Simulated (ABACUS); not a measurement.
# KCl (Sylvite) under changes of volume

One of the cells (31.151 Å³/atom); the others are scaled copies at fixed shape and fractional positions:

```
K Cl
1.0
     0.00000    3.14647    3.14647
     3.14647    0.00000    3.14647
     3.14647    3.14647    0.00000
K Cl
1 1
Direct
  0.00000 0.00000 0.00000
  0.50000 0.50000 0.50000
```

* Program: ABACUS 3.10.1
* Functional: PBE
* Potentials or basis: PseudoDojo NC SR 0.4.1 PBE standard
* Cutoff: 1007 eV
* Density cutoff: 4027 eV
* Basis: plane waves
* k mesh: 7 × 7 × 7
* Occupations: fermi-dirac, width 0.05 eV
* Spin: no spin polarisation

| volume (Å³/atom) | energy over the lowest point (meV/atom) | pressure (GPa) | gap on the mesh (eV) |
| --- | --- | --- | --- |
| 29.282 | 19.35 | 2.2 | 5.41 |
| 29.905 | 12.02 | 1.6 | 5.33 |
| 30.528 | 6.61 | 1.2 | 5.26 |
| 31.151 | 2.92 | 0.7 | 5.19 |
| 31.774 | ? | ? | ? |
| 32.397 | 0.00 | 0.0 | 5.06 |
| 33.020 | 0.46 | -0.3 | 4.99 |

What does the run at 31.774 Å³/atom give?

Energy over the lowest point 0.77 meV/atom; pressure 0.4 GPa; gap on the mesh 5.12 eV.

Worked out: A Birch-Murnaghan fit of order 3 (a polynomial in V^(-2/3)) to the other rows has its minimum at 32.46 Å³/atom with B0 = V·E''(V) = 16.3 GPa and B' = 4.7. It gives 0.77 meV/atom at 31.774 Å³/atom, against the run's 0.77, and -dE/dV = 0.4 GPa, against 0.4. A straight line through the other rows of the gap, of slope -3.46 eV per unit of ln V (its deformation potential), gives 5.12 eV, against the run's 5.12.

Energies are extrapolated to zero smearing.

Caveats: an odd mesh through Γ misses points on the zone boundary, where band edges often lie (some runs).
